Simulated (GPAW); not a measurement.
# Moving the functional in Ge

The structure is hexagonal, space group P6_3mc (No. 186). The conventional cell has a = 4.050 Å, b = 4.050 Å, c = 10.993 Å, α = 90.00°, β = 90.00°, γ = 120.00°. Ge (site symmetry 3m) is surrounded by 3 Ge at 2.44 Å. Ge (site symmetry 3m) is surrounded by 3 Ge at 2.44 Å.

This isn't the form of Ge at room conditions, which is diamond.

Kept alike: task band structure; k mesh 6 × 6 × 2; occupations fermi-dirac, width 0.05 eV; no spin polarisation. Program: GPAW, potentials by row: the program's PAW data sets (release 1.2.1) made for this functional (LDA); PAW data sets generated for this functional (PBEsol); GPAW PAW data sets (gpaw-data 1.2.1) (r2SCAN on files made for PBE), cutoff 600 eV. The mesh is that of the run's cell of 4 atoms. No spin-orbit coupling.

| functional | pressure (GPa) |
| --- | --- |
| LDA | -2.38 |
| PBEsol | -1.43 |
| r2SCAN | -1.76 |

Pressure is positive in compression; the values hold the error of the finite cutoff, so their zero can differ a little from the energy's minimum. For a metal such a mesh leaves the last digits unconverged.

The pressure runs from -2.38 (LDA) to -1.43 GPa (PBEsol).
